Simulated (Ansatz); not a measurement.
# Ni2Ge: strain energy, fitted

Ni2Ge, P6_3/mmc, a = 3.972 Å, c = 5.014 Å. The structure is a Materials Project entry; whether it is the stable form wasn't checked. Ansatz: PBEsol, PAW, 420 eV, Γ-centred 12×12×8 mesh on 6 atoms, Gaussian smearing 0.10 eV; no spin polarisation. Series: uniaxial strain along a, with b, c and atoms relaxed; x is the strain in per cent. y is the free energy over the unstrained cell, V0 = 11.418 Å³/atom.

```tsv
x (%)	y (meV/atom)
-3.0	?
-2.0	1.94
-1.0	0.50
0.0	0.00
1.0	0.52
2.0	2.12
3.0	4.84
```

Question: Fit y = c2 x² + c3 x³ to the other rows, turn c2 into a modulus, and predict the missing energy.

Answer: Least squares on the rows shown. y = 0.5067 x² + 0.01049 x³. In eV per unit strain² c2 is 5.067; this is Young's modulus along the axis (E = ½ Y V0 ε²): 2 × 5.067 × 160.2 / (11.418) = 142 GPa. At x = -3.0 the fit asked for gives 4.28 meV/atom. The run gave 4.25 meV/atom, so the fit is 0.03 meV/atom too high, a small miss on the scale of the series.